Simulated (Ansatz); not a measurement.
Input and command of a plane-wave DFT calculation in Ansatz:

```yaml
crystal:
  lattice:
    - [3.4841042127, 0.0, 0.0]
    - [-1.7420521064, 3.0173227576, 0.0]
    - [0.0, 0.0, 4.1019738438]
  atoms:
    - { symbol: Mg, position: [0.6666666667, 0.3333333333, 0.75] }
    - { symbol: Mg, position: [0.3333333333, 0.6666666667, 0.25] }
    - { symbol: O, position: [0.6666666667, 0.3333333333, 0.25] }
    - { symbol: O, position: [0.3333333333, 0.6666666667, 0.75] }
basis:
  ecutwfc: 500
kpoints:
  mp_grid: { grid: [6, 6, 6] }
hamiltonian:
  xc: r2scan
scf:
  occupations: { method: gaussian, width: 0.05 }
output:
  forces: true
  stress: true
  eigenvalues: true
```

```bash
ansatz run input.yaml --threads 1 --pin off --max-ram 2560MiB --backend cpu --events-out ev --progress --plain --runs-dir out
```

Processor: Arm Neoverse V2, 1 thread, on a host shared with other jobs.

Estimate time, memory and problem size.

About 3.5 s on 1 thread of Arm Neoverse V2, with other jobs on the host, peak memory 0.38 GiB. It solves 20 bands at 28 k points (the mesh reduced by the symmetry that the task leaves, which can be less than the crystal's) with about 1119 plane waves, in 7 SCF iterations.
